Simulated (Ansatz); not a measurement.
Runs of Ansatz 0.2.0 on HgTe. The structure is tetragonal, space group I-4m2 (No. 119). The conventional cell has a = 6.091 Å, b = 6.091 Å, c = 3.119 Å, α = 90.00°, β = 90.00°, γ = 90.00°. Hg (site symmetry -4m2) has 2 Hg at 3.12 Å and 4 Te at 3.14 Å as nearest neighbours. Te (site symmetry -4m2) is surrounded by 2 Te at 3.12 Å and 4 Hg at 3.14 Å. Measurements of this composition are mostly on another form, of space group No. 216.

```csv
task,level,spin,cell,k mesh,cutoff (eV),points for each segment of the path,gap on the mesh (eV),pressure (GPa),relaxed volume (Å³/atom)
relaxation of cell and atoms,HSEsol,off,relaxed,5 × 5 × 5,420,-,none,0.0,26.76
single point,r2SCANh,off,as given,5 × 5 × 5,500,-,none,-1.4,-
single point,r2SCAN50,off,as given,5 × 5 × 5,500,-,none,-3.2,-
band structure,HSEsol,off,as given,5 × 5 × 5,420,4,none,(a),-
relaxation of cell and atoms,HSE03,off,relaxed,5 × 5 × 5,420,-,none,0.0,28.10
single point,HF,off,as given,5 × 5 × 5,420,-,none,3.6,-
band structure,HSE03,off,as given,5 × 5 × 5,420,4,none,-1.2,-
relaxation of cell and atoms,HF,off,relaxed,5 × 5 × 5,420,-,none,0.0,31.21
single point,r2SCAN0,off,as given,5 × 5 × 5,500,-,none,(b),-
single point,HSE06,"SOC, no magnetisation",as given,4 × 4 × 4,420,-,none,-2.4,-
relaxation of cell and atoms,HSE06,off,relaxed,5 × 5 × 5,420,-,none,0.0,27.95
```

Alike in all rows: potentials or basis Ansatz PAW; smearing fermi-dirac 0.05 eV; the mesh is coarse, so values aren't converged.

Q: Fill in the values left out.

A: (a) -3.6; (b) -2.1.

Caveats: all runs use coarse meshes; the PAW data sets come from PBE, with cores solved anew for the run's functional, which leaves a small shift of forces and pressure; the thresholds are loose for stress (some runs); the plane-wave basis is chosen anew once the cell has moved, so the energies of steps on either side of that aren't comparable (some runs); spin-orbit coupling is left out, which moves the levels of the heavy elements (some runs).

A k mesh can miss the band edges, and rows without SOC leave out spin-orbit coupling on Hg, Te.

A gap of «none» marks a metal or a gap under the smearing width.
